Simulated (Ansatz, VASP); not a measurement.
# Two plane-wave programs on Rh

File INCAR:

```
PREC     = Accurate       # precision mode
ENCUT    = 520            # plane-wave cutoff, eV
EDIFF    = 1E-6           # SCF threshold, eV
ISMEAR   = 0              # smearing method
SIGMA    = 0.15           # smearing width, eV
LREAL    = F              # projectors in reciprocal space
LASPH    = T              # aspherical terms in the spheres
NELM     = 60             # most SCF steps
ALGO     = Fast           # electronic algorithm
ISIF     = 2              # what is computed and relaxed
LWAVE    = F              # write WAVECAR
LCHARG   = T              # write CHGCAR
GGA      = PE             # functional
LELF     = T              # ELF
LVHAR    = T            
NBANDS   = 14             # bands
```

Contents of KPOINTS:

```
Automatic mesh
0
Gamma
  22 22 22
```

Contents of POSCAR:

```
Rh
1.0
    0.0000000000      1.9485195864      1.9485195864
    1.9485195864      0.0000000000      1.9485195864
    1.9485195864      1.9485195864      0.0000000000
Rh
1
Direct
    0.0000000000      0.0000000000      0.0000000000
```

Input for Ansatz:

```yaml
crystal:
  lattice:
    - [0.0, 1.9485195864, 1.9485195864]
    - [1.9485195864, 0.0, 1.9485195864]
    - [1.9485195864, 1.9485195864, 0.0]
  atoms:
    - { symbol: Rh, position: [0.0, 0.0, 0.0] }
basis:
  ecutwfc: 420
kpoints:
  mp_grid: { grid: [22, 22, 22] }
hamiltonian:
  xc: pbe
  pseudopotentials: { kind: paw, azcp: { folder: soft_1 } }
scf:
  occupations: { method: gaussian, width: 0.15 }
output:
  forces: true
  stress: true
  eigenvalues: true
```

Alike in both runs: task single point; functional PBE; k mesh 22 × 22 × 22; occupations gaussian, width 0.15 eV; no spin polarisation.

|  | VASP | Ansatz |
| --- | --- | --- |
| version | VASP 6.6.1 | Ansatz 0.2.0 |
| potentials or method | VASP PAW PBE potentials, release 64 (Rh_pv) | scalar-relativistic, plane waves, PAW |
| plane-wave cutoff (eV) | 520 | 420 |
| valence electrons in the cell | 15 | 17 |

```csv
,VASP,Ansatz,Ansatz less VASP
gap on the k mesh at the Fermi level (eV),none,none,-
pressure (GPa),-11.6,-11.6,+0.05
```

A gap of «none» marks a metal or a gap that the smearing closes. The functional is the same, so the differences come from potentials, cutoffs and numerics. The two sets of potentials don't hold the same shells in valence.
